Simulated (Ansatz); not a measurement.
## Relativity in Lu

```
Lu
1.0
     3.50990    0.00000    0.00000
    -1.75495    3.03966    0.00000
     0.00000    0.00000    5.56660
Lu
2
Direct
  0.33333 0.66667 0.25000
  0.66667 0.33333 0.75000
```

Atoms are numbered in the order listed.

The cell is COD entry 1538083, as deposited and not checked against the literature; nothing was relaxed.

One fixed cell is solved with PBE by full-potential LAPW in Ansatz 0.2.0 under different relativistic treatments. Pressure is positive in compression.

Sampling and basis: a Γ-centred 13×13×8 k mesh, Fermi–Dirac smearing of 0.03 eV, basis error target 0.5 meV/atom, no spin polarisation.

| setting | P (GPa) |
| --- | --- |
| scalar-relativistic | -0.90 |
| non-relativistic | ? |
| with spin–orbit coupling | ? |
| scalar-relativistic, point nuclei | -0.90 |

Question: What belongs in the row "non-relativistic", column "P (GPa)"?

Answer: 2.55.

Question: Give the missing entry: row "with spin–orbit coupling", column "P (GPa)".

Answer: -1.20.
